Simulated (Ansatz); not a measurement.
# Nb (Pm-3m) in Ansatz: relaxation of cell and atoms with LDA

Aim: the relaxation of cell and atoms of Nb with LDA.

Program: Ansatz 0.2.0. These are calculated values, not measurements. Logs are shortened: lines on timing, memory, paths and dates and some standing lists are left out, and cuts for length are marked.

## Step 1: Starting point

Symmetry: Pm-3m, No. 221, cubic system. Conventional cell: a = 2.720 Å, b = 2.720 Å, c = 2.720 Å, α = 90.00°, β = 90.00°, γ = 90.00°. Nb (site symmetry m-3m) is surrounded by 6 Nb at 2.72 Å.

The cell was built by a generator and needn't be a form met in nature.

## Step 2: Relaxation of cell and atoms, LDA, spin-orbit coupling, no magnetisation

Input file input.yaml:

```yaml
crystal:
  lattice:
    - [2.71964, 0.0, 0.0]
    - [0.0, 2.71964, 0.0]
    - [0.0, 0.0, 2.71964]
  atoms:
    - { symbol: Nb, position: [0.5, 0.5, 0.5] }
hamiltonian:
  xc: lda
  pseudopotentials: { kind: paw_fr }
magnetization:
  noncollinear: true
  spin_orbit: true
kpoints:
  mp_grid: { grid: [7, 7, 7] }
scf:
  occupations: { method: fermi_dirac, width: 0.05 }
output:
  forces: true
  stress: true
  eigenvalues: true
relax:
  f_tol: 0.01
  max_steps: 40
  cell: { stress_tol: 0.05 }
```

Potentials or basis: Ansatz PAW.

Command:

```sh
$ ansatz run input.yaml --threads 2 --pin off --max-ram 5632MiB --backend cpu --events-out ev --progress --plain --runs-dir out
```

The log of the run:

```text
Warning: RAYON_NUM_THREADS=2 ignored (pool sized by the plan → 2); use --threads N
Engine: ansatz 0.2.0, aarch64-unknown-linux-gnu
Pseudopotentials: kind: paw_fr
Pseudopotential: Nb, paw_fr, valence charge 13, recommended cutoff 420 eV (normal), Nb.paw.azcp#standard-fr
Functional definition: SPW92
  exchange = slater_x
  correlation = pw_c
non-collinear run that drives no moment, with spin-orbit: no starting moment large enough to seed its density (crystal.atoms[].spin), no starting occupations that ask for one, no magnetisation constraint and no magnetic field, so the semilocal B_xc is pinned to zero
Crystal: 1 atoms, lattice volume = 20.116 Å³
Basis set: ecut = 420 eV, 389 PW (Γ)
Bands: 22, of which v1, the nominal top of the filled ones, is band 13 counted from 1 (12 counted from 0)
Symmetry: 48 space group operations + 48 with time reversal
Magnetic group: BNS 221.93 (UNI 1595), of the structure as read, at distance tolerance 2.7e-5 Å
k-points: 20 of 343
Projection manifold: j_resolved (fully-relativistic pseudo-atomic orbitals)
Non-local potential: Nb, projectors of the file, l = 0: 3, l = 1: 4, l = 2: 4, l = 3: 2
PAW form: soft (Blöchl's): semilocal exchange-correlation on the pseudo side does not see the compensation charge
PAW frozen core: Nb, regenerated for the run's functional, and the local potential with it (the file was generated under x = pbe(κ = 0.804, μ = 0.2195149727645171), c = pbe(β = 0.06672455060314922))
PAW one-centre angular grid: Nb, 590 points (default); XC on 64 Gauss nodes
Initial density: superposition of atomic densities (chi_scale 0.1, normalization cell)
Initial wavefunctions: pseudopotential atomic-orbital guess
Functional: x = slater, c = lda
SCF iter   1: F=—  HF=-4442.973173 eV  |F-HF|=—  |Δ(HF+E_count)|=         —  Δρ=7.00e-2  dr2=9.33e-1  dr2_m=0.00e0 (ungated)  ethr=3.10e-3  |M|=0.00e0 ∫|m|=0.00e0 μB  |m|>n=0.0e0 m-floor=0.0e0 τ_xc=0.0e0  β_m=0.30  ⟨swp⟩=7.5  Hψ=1202  notcnv=0  defer=2
preconditioner: auto → none  [metal: Δε(μ)=0.043 eV  Ē_g=6.938 eV  σ=0.050 eV  W_gap=0.21  n_scr=6 (ndim 8)  ℏωp=18.5 eV  f_vac=0.000  D(μ)=1.20/eV (n_scr^D=18)  sad-step TF]
SCF iter   2: F=—  HF=-4442.790900 eV  |F-HF|=—  |Δ(HF+E_count)|=   1.82e-1  Δρ=5.17e-2  dr2=4.94e-1  dr2_m=0.00e0 (ungated)  ethr=3.10e-3  |M|=0.00e0 ∫|m|=0.00e0 μB  |m|>n=0.0e0 m-floor=0.0e0 τ_xc=0.0e0  β_m=0.65  ⟨swp⟩=2.0  Hψ=362  notcnv=0  defer=36
SCF iter   3: F=—  HF=-4442.605715 eV  |F-HF|=—  |Δ(HF+E_count)|=   1.85e-1  Δρ=3.86e-3  dr2=1.28e-3  dr2_m=0.00e0 (ungated)  ethr=3.10e-3  |M|=0.00e0 ∫|m|=0.00e0 μB  |m|>n=0.0e0 m-floor=0.0e0 τ_xc=0.0e0  β_m=0.78  ⟨swp⟩=3.0  Hψ=392  notcnv=0  defer=36
SCF iter   4: F=—  HF=-4442.606102 eV  |F-HF|=—  |Δ(HF+E_count)|=   3.87e-4  Δρ=5.62e-4  dr2=6.31e-5  dr2_m=0.00e0 (ungated)  ethr=9.88e-6  |M|=0.00e0 ∫|m|=0.00e0 μB  |m|>n=0.0e0 m-floor=0.0e0 τ_xc=0.0e0  β_m=0.79  ⟨swp⟩=2.1  Hψ=376  notcnv=0  defer=42
SCF iter   5: F=—  HF=-4442.606086 eV  |F-HF|=—  |Δ(HF+E_count)|=   1.59e-5  Δρ=6.00e-5  dr2=5.48e-7  dr2_m=0.00e0 (ungated)  ethr=4.85e-7  |M|=0.00e0 ∫|m|=0.00e0 μB  |m|>n=0.0e0 m-floor=0.0e0 τ_xc=0.0e0  β_m=0.84  ⟨swp⟩=2.1  Hψ=338  notcnv=0  defer=42
SCF iter   6: F=-4442.606086 eV  HF=-4442.606086 eV  |F-HF|=1.65e-9  |Δ(HF+E_count)|=   1.77e-7  Δρ=6.52e-6  dr2=5.27e-9  dr2_m=0.00e0 (ungated)  ethr=7.69e-10  |M|=0.00e0 ∫|m|=0.00e0 μB  |m|>n=0.0e0 m-floor=0.0e0 τ_xc=0.0e0  ⟨swp⟩=9.2  Hψ=1015  notcnv=0
SCF 1 converged in 6 iterations: F = -4442.606086 eV  dr2 = 5.27e-9
[... 58 lines left out ...]
SCF converged after 4 iterations
Magnetization: |M| = 0.0000 μB,  M = (+0.0000, +0.0000, +0.0000) μB
Absolute magnetization: 0.0000 μB (∫|m|)
  site 0: m = (+0.0000, +0.0000, +0.0000) μB, |m| = 0.0000 μB  (R = 1.10 Å)
Free energy (F): -4442.637891 eV
Harris-Foulkes:  -4442.637891 eV  (|F-HF|=1.82e-12)
Internal energy: -4442.628294 eV  (E = F + TS)
E sigma→0 (E₀):  -4442.633092 eV
Entropy (-TS):   -0.009597 eV (-9.597 meV/atom)
Fermi energy:    16.420775 eV
--- Per-component energies (eV) ---
  E_band       = -84.468820
  E_kinetic    = 397.074696
  E_local      = -776.682309  (includes V_loc(G=0)·N_el)
  E_nonlocal   = 126.485728
  E_hartree    = 246.737279
  E_xc         = -174.433425
  E_vxc        = -212.657127  (∫ρ·V_xc dr)
  E_paw        = -2966.757474  (= ΣΔE_a)
  E_vpaw       = -112.164371  (= ΣTr[D̂ρ^β])
  E_aug_tail   = 0.000006  (compensation charges beyond the density's cutoff)
  E_ewald      = -1295.480116
  E_core_change = 0.427320  (= ΣΔE_core)
  E_smearing   = -0.009597  (= −TS)
  E_closure    = -0.000000  (closes the sum)
  Σ components = -4442.637891   (vs F -4442.637891, Δ=0.00e0)
--- Forces (eV/Å), atoms counted from 1 ---
  atom   1  Nb    -0.00000000    -0.00000000    -0.00000000
  max |Σ_I F_I| component: 3.58e-29 eV/Å
--- Stress (GPa, compression-positive) ---
       -0.004165       0.000000      -0.000000
        0.000000      -0.004165       0.000000
       -0.000000      -0.000000      -0.004165
  P = ⅓ Tr σ = -0.0042 GPa (-0.042 kbar)
--- Band table (eV; the first three rows and the last of 20) ---
  k-point 0: bands = ["-37.8718", "-37.8718", "-14.6028", "-14.6028", "-12.3826", "-12.3826", "-12.3826", "-12.3826", "10.9098", "10.9098", "13.6059", "13.6059", "13.6059", "13.6059", "22.0149", "22.0149", "22.0149", "22.0149", "22.1816", "22.1816", "31.3829", "31.3829"]
  k-point 1: bands = ["-37.8283", "-37.8283", "-14.7030", "-14.7030", "-12.6051", "-12.6051", "-12.3505", "-12.3505", "11.4842", "11.4842", "13.7683", "13.7683", "14.3303", "14.3303", "21.1147", "21.1147", "21.2151", "21.2151", "22.1444", "22.1444", "29.4473", "29.4473"]
  k-point 2: bands = ["-37.7291", "-37.7291", "-15.0224", "-15.0224", "-12.9615", "-12.9615", "-12.2777", "-12.2777", "12.6956", "12.6956", "14.1619", "14.1619", "16.1570", "16.1570", "19.5778", "19.5778", "19.6688", "19.6688", "22.2971", "22.2971", "26.8847", "26.8847"]
  k-point 19: bands = ["-37.2231", "-37.2231", "-15.6713", "-15.6713", "-13.6203", "-13.6203", "-13.6125", "-13.6125", "13.8370", "13.8370", "14.1428", "14.1428", "14.1949", "14.1949", "23.3498", "23.3498", "23.4607", "23.4607", "24.8297", "24.8297", "27.8524", "27.8524"]
--- Relaxed structure (5 steps of the walk, 4 accepted, 1 SCFs on fresh bases) ---
  F+E_penalty+E_count = -4442.63789081 eV   max|allowed force component| = 0.000e0 eV/Å   (the final SCF, on the basis selected at the relaxed cell)
  cell:  # Å, volume = 18.9255 Å³
    - [2.6649105096762438, 5.115751414778595e-34, -5.145844070159646e-34]
    - [-2.5879683627703486e-34, 2.664910509676244, -5.135813185032629e-34]
    - [-1.7985377032741217e-33, -5.135813185032629e-34, 2.664910509676244]
  atoms:
    - { symbol: Nb, position: [0.49999999999999994, 0.49999999999999994, 0.49999999999999994] }
```

Run time: 5.6 s. Hardware: 2 threads of Arm Neoverse V1, shared host; peak memory 0.32 GiB.

Results:

```
Free energy                            : -4442.6379 eV
Relaxed volume                         : 18.93 Å³/atom
Relaxed cell                           : a = 2.665 Å, b = 2.665 Å, c = 2.665 Å, α = 90.00°, β = 90.00°, γ = 90.00°
Space group after relaxing (to 0.05 Å) : Pm-3m (No. 221)
Energy gained by relaxing              : 31.8 meV/atom
Ionic steps                            : 5
Pressure after relaxing                : 0.0 GPa
Band gap on the k mesh                 : none (metal or under the smearing width)
```

The path:
```csv
step,energy change (eV),largest force (eV/Å),volume (Å³)
1,0.0000,0.0000,20.12
2,-0.0313,0.0000,19.08
3,-0.0319,0.0000,18.91
4,-0.0319,0.0000,18.93
5,-0.0318,0.0000,18.93
```

Final structure:
```
CELL_PARAMETERS angstrom
2.66491 0.00000 0.00000
0.00000 2.66491 0.00000
0.00000 0.00000 2.66491
ATOMIC_POSITIONS crystal
Nb 0.50000 0.50000 0.50000
```

Levels at points of the mesh, in eV from the Fermi level:
```tsv
k point	band 11	band 12	band 13	band 14	band 15	band 16	band 17	band 18
(0.00, 0.00, 0.00)	-2.81	-2.81	-2.81	-2.81	5.59	5.59	5.59	5.59
```

Caveat: the plane-wave basis is chosen anew once the cell has moved, so the energies of steps on either side of that aren't comparable; the PAW data sets come from PBE, with cores solved anew for the run's functional, which leaves a small shift of forces and pressure.
